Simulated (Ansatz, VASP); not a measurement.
**Two plane-wave programs on Pb**

File INCAR:

```
PREC     = Accurate       # precision mode
ENCUT    = 520            # plane-wave cutoff, eV
EDIFF    = 1E-7           # SCF threshold, eV
ISMEAR   = 0              # smearing method
SIGMA    = 0.027000000000000003 # smearing width, eV
LREAL    = F              # projectors in reciprocal space
LASPH    = T              # aspherical terms in the spheres
NELM     = 60             # most SCF steps
ALGO     = Fast           # electronic algorithm
ISIF     = 2              # what is computed and relaxed
LWAVE    = F              # write WAVECAR
LCHARG   = F              # write CHGCAR
GGA      = PE             # functional
```

Contents of KPOINTS:

```
regular mesh
0
Gamma
  9 9 9
```

File POSCAR:

```
Pb
1.0
    0.0000000000      2.4750200000      2.4750200000
    2.4750200000      0.0000000000      2.4750200000
    2.4750200000      2.4750200000      0.0000000000
Pb
1
Direct
    0.0000000000      0.0000000000      0.0000000000
```

input.yaml

```yaml
crystal:
  lattice:
    - [0.0, 2.47502, 2.47502]
    - [2.47502, 0.0, 2.47502]
    - [2.47502, 2.47502, 0.0]
  atoms:
    - { symbol: Pb, position: [0.0, 0.0, 0.0] }
hamiltonian:
  xc: pbe
  pseudopotentials: { kind: paw }
kpoints:
  mp_grid: { grid: [9, 9, 9] }
scf:
  occupations: { method: gaussian, width: 0.027 }
output:
  forces: true
  stress: true
  eigenvalues: true
```

Alike in both runs: task single point; functional PBE; k mesh 9 × 9 × 9; occupations gaussian, width 0.027 eV; no spin polarisation.

|  | VASP | Ansatz |
| --- | --- | --- |
| version | VASP 6.6.1 | Ansatz 0.2.0 |
| potentials or method | VASP PAW PBE potentials, release 64 (Pb_d) | Ansatz PAW |
| plane-wave cutoff (eV) | 520 | 420 |
| valence electrons in the cell | 14 | 14 |

|  | VASP | Ansatz | Ansatz less VASP |
| --- | --- | --- | --- |
| gap on the k mesh at the Fermi level (eV) | none | none | - |
| pressure (GPa) | 2.2 | 2.2 | +0.09 |

A gap of «none» marks a metal or a gap that the smearing closes. With one functional, cell and mesh, what is left measures potentials, basis and numerics.

The runs have no spin-orbit coupling, so splittings on Pb are missing.
